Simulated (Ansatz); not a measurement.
**From a trial cell to the properties of In (bct)**

Method: PBE, scalar-relativistic; no spin polarisation; PAW, 420 eV, Γ-centred 18×18×18 mesh, 0.05 eV Gaussian smearing; code Ansatz. The datasets are Ansatz's generated set soft_2.

The database's entry of this formula in the relaxed cell's space group, I4/mmm, has axes of 3.251 × 3.251 × 4.947 Å and 26.14 Å³/atom (2006), the relaxed one 3.390 × 3.390 × 4.781 Å and 27.48.

The start:

```
In
1.0
    -1.62615    1.62615    2.47305
     1.62615   -1.62615    2.47305
     1.62615    1.62615   -2.47305
In
1
Direct
  0.00000 0.00000 0.00000
```

The steps in volume:

```
run  level    k-mesh                    kind  V (Å³/atom)  P (GPa)  E − E(final) (meV/atom)  gap on the mesh (eV)
  1    PBE  18×18×18  cell and atoms relaxed        27.48      0.0                      0.0                 metal
```

The final structure (symmetry read at 0.01 Å). It takes space group I4/mmm (No. 139, tetragonal). Conventional cell: a = 3.390 Å, b = 3.390 Å, c = 4.781 Å, α = 90.00°, β = 90.00°, γ = 90.00°. In (site symmetry 4/mmm) has 12 In at 3.39 Å as nearest neighbours. (Neighbours are counted to 15 % beyond the shortest distance.)

```csv
atom,site,symmetry,x,y,z
In,2a,4/mmm,0.0000,0.0000,0.0000
```

- At the final geometry the gap, band path included, is zero (metallic).
- The runs in the table took roughly 1.4 core-minutes.

**Reading the result.**

With 13 valence electrons in the calculation's cell and no magnetic order, the bands, two electrons each, can't all be full or empty: band theory demands a metal.
